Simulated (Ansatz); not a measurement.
CoO under changes of volume

One of the cells (9.578 Å³/atom); the others are scaled copies at fixed shape and fractional positions:

```xyz
2
Lattice="1.5055 0.8692 2.4399 -1.5055 0.8692 2.4399 0.0000 -1.7384 2.4399" Properties=species:S:1:pos:R:3 pbc="T T T"
Co    0.0000    0.0000    0.0000
O     0.0000    0.0000    3.6599
```

The cell is a database's computed one.

* Program: Ansatz 0.2.0
* Functional: LDA
* Potentials or basis: all-electron LAPW, scalar-relativistic
* Cutoff: 362 eV (chosen from the basis error)
* Basis error allowed: 0.001 eV/atom
* k mesh: 11 × 11 × 11
* Occupations: fermi-dirac, width 0.05 eV
* Spin: collinear spin, ferromagnetic start
* Starting moments: [2.0, 0.0] μB

```csv
volume (Å³/atom),energy over the lowest point (meV/atom),pressure (GPa),moment (μB per cell)
9.003,0.00,-11.0,2.46
9.195,14.03,-12.6,2.69
9.387,30.18,-15.2,2.79
9.578,50.02,-17.9,2.85
9.770,73.06,-20.4,2.90
9.961,98.78,-22.6,2.95
10.153,?,?,?
```

Q: What does the run at 10.153 Å³/atom give?

A: Energy over the lowest point 127.09 meV/atom; pressure -24.7 GPa; moment 2.97 μB per cell.

Worked out: A Birch-Murnaghan fit of order 3 (a polynomial in V^(-2/3)) to the other rows has no minimum within the range. It gives 128.13 meV/atom at 10.153 Å³/atom, against the run's 127.09, and -dE/dV = -25.8 GPa, against -24.7. A parabola through the other rows of the moment, of slope -0.249 μB per Å³/atom there, extrapolates to 2.90 μB, against the run's 2.97.

Energies are extrapolated to zero smearing.

Caveats: a cell with one magnetic atom can't hold antiferromagnetic order, which such compounds often take.
